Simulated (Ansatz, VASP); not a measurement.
# Na4HF3 in VASP and in Ansatz

```xyz
8
Lattice="4.7275 0.0000 0.0000 0.0000 4.7275 0.0000 0.0000 0.0000 4.7275" Properties=species:S:1:pos:R:3 pbc="T T T"
Na    0.0000    0.0000    0.0000
Na    2.3637    2.3637    0.0000
Na    2.3637    0.0000    2.3637
Na    0.0000    2.3637    2.3637
H     2.3637    2.3637    2.3637
F     0.0000    0.0000    2.3637
F     0.0000    2.3637    0.0000
F     2.3637    0.0000    0.0000
```

Alike in both runs: task single point; functional LDA; k mesh 6 × 6 × 6; occupations gaussian, width 0.02 eV; no spin polarisation.

|  | VASP | Ansatz |
| --- | --- | --- |
| version | VASP 6.6.1 | Ansatz 0.2.0 |
| potentials or method | VASP PAW LDA potentials, release 64 (Na_pv, H, F) | scalar-relativistic, plane waves, PAW |
| plane-wave cutoff (eV) | 520 | 420 |
| valence electrons in the cell | 50 | 58 |

|  | VASP | Ansatz | Ansatz less VASP |
| --- | --- | --- | --- |
| gap on the k mesh at the Fermi level (eV) | 4.73 | 4.73 | +0.005 |
| least direct gap on the mesh (eV) | 4.90 | 4.91 | +0.004 |
| pressure (GPa) | -4.9 | -4.8 | +0.11 |

The two sets of potentials don't hold the same shells in valence.

A k mesh can miss the band edges.
